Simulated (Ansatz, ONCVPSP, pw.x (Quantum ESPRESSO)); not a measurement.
## What a changed setting does to a pw.x run (sc O)

Potential: optimised norm-conserving Vanderbilt (ONCV), ONCVPSP 4.0.1.1 (patched build), PBE; core [He], reference 2s2 2p4; waves: 2s: rc 0.65 bohr, ncon 3, nbas 7, qcut 11.6 1/bohr, local; 2p: rc 1.95 bohr, ncon 5, nbas 10, qcut 7.7 1/bohr, 2 projectors, debl 3.6 Ha; d scattering state at 0.23 Ha: rc 1.85 bohr, ncon 3, nbas 7, qcut 5.9 1/bohr, 1 projector; local part: the s channel; core correction: none.

The reference run (k-mesh 16³, cutoffs 130/520 Ry, Fermi–Dirac 0.01 Ry, mixing_beta 0.4, conv_thr 1e-9, no spin) gives 0.76 GPa at 7.948 Å³/atom, where all-electron LAPW gives 0.50 GPa. This run, with its own iteration cap, changes k-mesh points per axis to 4.

```
&control
  calculation='scf', prefix='x', pseudo_dir='./', outdir='./tmp', tstress=.true., disk_io='none'
/
&system
  ibrav=0, nat=1, ntyp=1, ecutwfc=130, ecutrho=520, nbnd=10,
  occupations='smearing', smearing='fd', degauss=0.01
/
&electrons
  conv_thr=1e-09, mixing_beta=0.4, electron_maxstep=60
/
ATOMIC_SPECIES
O 1.0 O.UPF
CELL_PARAMETERS angstrom
  1.99565724 0.00000000 0.00000000
  0.00000000 1.99565724 0.00000000
  0.00000000 0.00000000 1.99565724
ATOMIC_POSITIONS crystal
O 0.0000 0.0000 0.0000
K_POINTS automatic
4 4 4 0 0 0
```

```bash
pw.x < O.scf.in > O.scf.out
```

Task: How does the run end?

Result: It converges in 6 iterations; the free energy moves by +56.6 meV/atom and the pressure by +0.54 GPa.

```
Message from routine setup:
     using ibrav=0 with symmetry is DISCOURAGED, use correct ibrav instead
     lattice parameter (alat)  =       3.7712  a.u.
     unit-cell volume          =      53.6358 (a.u.)^3
     number of electrons       =         6.00
     number of Kohn-Sham states=           10
     kinetic-energy cutoff     =     130.0000  Ry
     charge density cutoff     =     520.0000  Ry
     scf convergence threshold =      1.0E-09
     Exchange-correlation= PBE
     number of k points=    10  Fermi-Dirac smearing, width (Ry)=  0.0100
     iteration #  1     ecut=   130.00 Ry     beta= 0.40
     total energy              =     -31.19822311 Ry
     estimated scf accuracy    <       0.00033655 Ry
     iteration #  2     ecut=   130.00 Ry     beta= 0.40
     total energy              =     -31.19833544 Ry
     estimated scf accuracy    <       0.00012848 Ry
     iteration #  3     ecut=   130.00 Ry     beta= 0.40
     total energy              =     -31.19834594 Ry
     estimated scf accuracy    <       0.00000082 Ry
     iteration #  4     ecut=   130.00 Ry     beta= 0.40
     total energy              =     -31.19834612 Ry
     estimated scf accuracy    <          9.9E-09 Ry
     iteration #  5     ecut=   130.00 Ry     beta= 0.40
     total energy              =     -31.19834613 Ry
     estimated scf accuracy    <          2.8E-09 Ry
     iteration #  6     ecut=   130.00 Ry     beta= 0.40
     the Fermi energy is     4.7195 ev
!    total energy              =     -31.19834613 Ry
     estimated scf accuracy    <          3.5E-11 Ry
     smearing contrib. (-TS)   =      -0.00525756 Ry
     The total energy is F=E-TS. E is the sum of the following terms:
     one-electron contribution =      -2.47594724 Ry
     hartree contribution      =       4.94727273 Ry
     xc contribution           =      -6.57980607 Ry
     ewald contribution        =     -27.08460798 Ry
     convergence has been achieved in   6 iterations
          total   stress  (Ry/bohr**3)                   (kbar)     P=       12.98
     Message from routine punch:
     Nothing written, as per user request (disk_io='none')
```

The run took about 2.4 s on one core of a shared host (Neoverse-N1, 64 threads, 124 GiB, load 51).
